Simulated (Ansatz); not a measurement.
# In: a short molecular-dynamics run

What does In do over 40 steps of 1 fs under a Nosé-Hoover thermostat at 1200 K? The cell is a distorted structure of 4 atoms, taken as it stands, without a relaxation.

Program: Ansatz 0.2.0. Level of theory: DFT PBE, plane waves, PAW, scalar-relativistic, no spin polarisation. These are calculated values, not measurements.

**1. Starting point**

The cell holds 4 atoms (In4): a = 3.428 Å, b = 5.795 Å, c = 5.757 Å, α = 72.82°, β = 92.70°, γ = 87.73°.

Coordinates:

```cif
data_structure
_symmetry_space_group_name_H-M 'P 1'
_symmetry_Int_Tables_number 1
_cell_length_a 3.4279
_cell_length_b 5.7950
_cell_length_c 5.7570
_cell_angle_alpha 72.822
_cell_angle_beta 92.703
_cell_angle_gamma 87.731
_cell_volume 108.97
loop_
_atom_site_label
_atom_site_type_symbol
_atom_site_fract_x
_atom_site_fract_y
_atom_site_fract_z
_atom_site_occupancy
In1 In 0.99782 0.01280 0.01561 1
In2 In 0.51163 0.52864 0.00180 1
In3 In 0.53457 0.00842 0.50890 1
In4 In 0.99893 0.49528 0.52200 1
```

**2. Molecular dynamics**

The input, input.yaml:

```yaml
crystal:
  lattice:
    - [-1.655615, 1.644677, 2.510906]
    - [4.959469, 1.630995, 2.51505]
    - [1.641934, 4.915199, -2.507521]
  atoms:
    - { symbol: In, position: [0.997816, 0.012795, 0.015608] }
    - { symbol: In, position: [0.511628, 0.528642, 0.001798] }
    - { symbol: In, position: [0.534566, 0.008416, 0.508896] }
    - { symbol: In, position: [0.998926, 0.49528, 0.521998] }
kpoints:
  mp_grid: { grid: [4, 3, 3] }
magnetization:
  spin_polarized: false
scf:
  occupations: { method: fermi_dirac, width: 0.05 }
hamiltonian:
  pseudopotentials: { kind: paw }
  xc: pbe
basis:
  ecutwfc: 420
md:
  timestep: 1.0
  n_steps: 40
  ensemble: nvt_nose_hoover
  temperature: 1200.0
  initial_velocities: maxwell_boltzmann
  seed: 751734
```

The run is started by

```
$ ansatz run input.yaml --threads 2 --pin off --max-ram 2560MiB --backend cpu --events-out ev --progress --plain --runs-dir out
```

Q: Predict the outcome of this session. Wanted: temperature, first and last step; temperature, second half; potential energy, second half; largest change of the conserved energy; mean square displacement, second half.

**Answer**, as computed:

| quantity | value |
| --- | --- |
| length | 40 steps of 1 fs |
| temperature, first and last step | 1200 and 1029 K |
| temperature, second half | mean 1098 K, from 1029 to 1159 K |
| potential energy, second half | +10 meV/atom from the start |
| largest change of the conserved energy | 0.00 meV/atom |
| mean square displacement, second half | In 0.018 Å² |

Against a set 1200 K the second half averages 1098 K, going from 1159 to 1029 K over that half. The conserved energy strays from its start by at most 0.00 meV/atom, under 0.1 % of the mean kinetic energy, so a step of 1 fs is short enough over this time. The farthest move is 0.24 Å, against a mean nearest distance of 3.3 Å at the start: no atom has changed site so far. A run of 40 fs with 4 atoms shows the motion but fixes no equilibrium value. The k-mesh is coarse.
